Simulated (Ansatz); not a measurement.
All numbers below come from DFT PBE, scalar-relativistic, plane waves, PAW in Ansatz. Settings: cutoff 420 eV, Γ-centred meshes spaced at most about 0.3 Å⁻¹, and about 0.25 Å⁻¹ or finer for metals (2π included), Gaussian smearing. No spin polarisation.

Each guess is relaxed in cell and atoms at zero pressure, on a coarse mesh first where it starts far from rest and then on a converged one. The steps can't lower the symmetry of the start, but it can rise. Energies are static (0 K, no zero-point motion).

Two unrelaxed guesses for Hf₂H₃:

Guess 1.

```
Hf H
1.0
     3.57531    0.00000    0.00000
     0.00000    4.39831    0.00000
     0.00000    0.00000    5.30226
Hf H
2 3
Direct
  0.50000 0.50000 0.50000
  0.50000 0.00000 0.50000
  0.00000 0.00000 0.50000
  0.50000 0.00000 0.00000
  0.00000 0.00000 0.00000
```

Guess 2.

```
Hf H
1.0
     4.00754    0.00000    0.00000
     0.00000    4.00754    0.00000
     0.00000    0.00000    4.00754
Hf H
2 3
Direct
  0.50000 0.50000 0.50000
  0.00000 0.00000 0.00000
  0.00000 0.50000 0.50000
  0.50000 0.00000 0.50000
  0.50000 0.50000 0.00000
```

**Question.** Which guess leads to the lower structure, and by how much?

**Answer.** Guess 2 ends lower, by 0.97 eV/atom. Guess 1: Pmmm at 16.7 Å³/atom → P4/mmm at 14.6 Å³/atom; Guess 2: Pm-3m at 12.9 Å³/atom → Pm-3m at 10.4 Å³/atom. Counting H atoms around Hf (those within 1.25 times the shortest such distance or 1.15 times the sum of covalent radii, 1.27 where that leaves under three; a plus sign parts nearer from farther groups; the shortest distance is added where it exceeds 1.18 times the sum of covalent radii; a slash parts the counts of unlike sites), the end of guess 1 has Hf 4/8+8 from 3.4 Å and the end of guess 2 has Hf 6/12. End of guess 1. Conventional cell: a = 3.538 Å, c = 5.844 Å. Hf on its first site is surrounded by 2 Hf at 2.92 Å; around Hf on its second site lie 4 H at 1.77 Å, 4 H at 2.50 Å and 2 Hf at 2.92 Å; H on a site of symmetry mmm has 2 H at 1.77 Å and 2 Hf at 1.77 Å; 1 more site not described. End of guess 2. Conventional cell: a = 3.727 Å. Hf on its first site has 6 H at 1.86 Å; Hf on its second site has 12 H at 2.64 Å; H is surrounded by 2 Hf at 1.86 Å, 4 Hf at 2.64 Å and 8 H at 2.64 Å.

Ends held by symmetry can be saddle points. Neither end is the lowest form computed: that has space group R32 (No. 155) and lies 255 meV/atom below the better end. These runs have no spin–orbit coupling, which can matter for Hf. With hydrogen, zero-point motion can shift such differences by 10 meV/atom or more. Some types were kept out of the candidates beforehand, so the set may lack a known form.
